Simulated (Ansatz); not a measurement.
A plane-wave DFT run in Ansatz 0.2.0 (scalar-relativistic PAW potentials unless the input names others): input and command.

```yaml
crystal:
  lattice:
    - [-1.6609138578, 1.6609138578, 1.6609138578]
    - [1.6609138578, -1.6609138578, 1.6609138578]
    - [1.6609138578, 1.6609138578, -1.6609138578]
  atoms:
    - { symbol: Ta, position: [0.0, 0.0, 0.0] }
basis:
  ecutwfc: 420
kpoints:
  mp_grid: { grid: [20, 20, 20] }
hamiltonian:
  xc: pbe
scf:
  occupations: { method: fermi_dirac, width: 0.15 }
  convergence: { dr2_threshold: 1.0e-06 }
output:
  forces: true
  eigenvalues: true
  stress: true
```

```bash
ansatz run input.yaml --threads 1 --pin off --max-ram 3072MiB --backend cpu --events-out ev --progress --plain --runs-dir out
```

Abridged log:
```
Warning: scf.convergence.dr2_threshold = 1e-6 eV is looser than this run's default, which is 1e-7 eV or tighter. The error in the forces grows as the threshold's square root, so leave the key out unless less accurate forces are enough
Warning: output.stress: scf.convergence.dr2_threshold = 1e-6 eV is looser than the 1e-10 eV advised for a printed stress (1e-10 eV for each atom of the cell: 1). ...
Basis set: ecut = 420 eV, 369 PW (Γ), exchange–correlation on 40×40×40 points (8 copies of the dense FFT grid, shifted against one another)
Bands: 11, of which v1, the nominal top of the filled ones, is band 7 counted from 1 (6 counted from 0)
Symmetry: 48 space group operations
k-points: 256 of 8000
SCF iter   1: F=—  HF=-9932.299972 eV  |F-HF|=—  |Δ(HF+E_count)|=         —  Δρ=2.05e-3  dr2=1.84e-4  ethr=1.77e-3  ⟨swp⟩=5.1  Hψ=15435  notcnv=0
SCF iter   2: F=—  HF=-9932.299898 eV  |F-HF|=—  |Δ(HF+E_count)|=   7.44e-5  Δρ=9.76e-4  dr2=4.35e-5  ethr=1.42e-6  ⟨swp⟩=2.3  Hψ=6288  notcnv=0
SCF iter   3: F=—  HF=-9932.299968 eV  |F-HF|=—  |Δ(HF+E_count)|=   7.04e-5  Δρ=1.56e-4  dr2=1.02e-6  ethr=3.35e-7  ⟨swp⟩=2.4  Hψ=3518  notcnv=0
SCF iter   4: F=-9932.299969 eV  HF=-9932.299969 eV  |F-HF|=2.60e-8  |Δ(HF+E_count)|=   8.50e-7  Δρ=3.64e-5  dr2=6.91e-8  ethr=7.84e-9  ⟨swp⟩=2.2  Hψ=4480  notcnv=0
SCF iter   5: F=-9932.299969 eV  HF=-9932.299969 eV  |F-HF|=3.61e-9  |Δ(HF+E_count)|=   1.79e-8  Δρ=1.21e-5  dr2=7.37e-9  ethr=5.31e-10  ⟨swp⟩=1.7  Hψ=3155  notcnv=0
SCF iter   6: F=-9932.299969 eV  HF=-9932.299969 eV  |F-HF|=1.82e-12  |Δ(HF+E_count)|=   2.90e-9  Δρ=2.60e-7  dr2=4.19e-12  ethr=5.67e-11  ⟨swp⟩=1.7  Hψ=8379  notcnv=0
SCF 1 converged in 6 iterations: F = -9932.299969 eV  dr2 = 4.19e-12
SCF converged after 6 iterations
Free energy (F): -9932.299969 eV
Harris-Foulkes:  -9932.299969 eV  (|F-HF|=1.82e-12)
Internal energy: -9932.203770 eV  (E = F + TS)
E sigma→0 (E₀):  -9932.251870 eV
Entropy (-TS):   -0.096199 eV (-96.199 meV/atom)
Fermi energy:    18.308510 eV
--- Forces (eV/Å), atoms counted from 1 ---
  atom   1  Ta     0.00000000     0.00000000     0.00000000
--- Stress (GPa, compression-positive) ---
       -0.004335       0.000000       0.000000
        0.000000      -0.004335       0.000000
        0.000000       0.000000      -0.004335
  P = ⅓ Tr σ = -0.0043 GPa (-0.043 kbar)
```

Apart from outputs, empty bands and the relaxation, which only the reference makes, the input differs from a reference run on usual settings in scf.convergence.dr2_threshold: not typed → 1e-06. The reference, at the same geometry, ended its own course with pressure 0.00 GPa, largest force 0.000 eV/Å, no gap on the mesh. This run converged in 6 SCF iterations with an energy at zero smearing within 0.01 meV/atom of the reference's, pressure 0.00 GPa, largest force 0.000 eV/Å, no gap on the mesh.

The run took 2 s on 1 thread of AMD EPYC 7R43 64-Core Processor (Zen 3) (shared host), peak memory 0.38 GiB.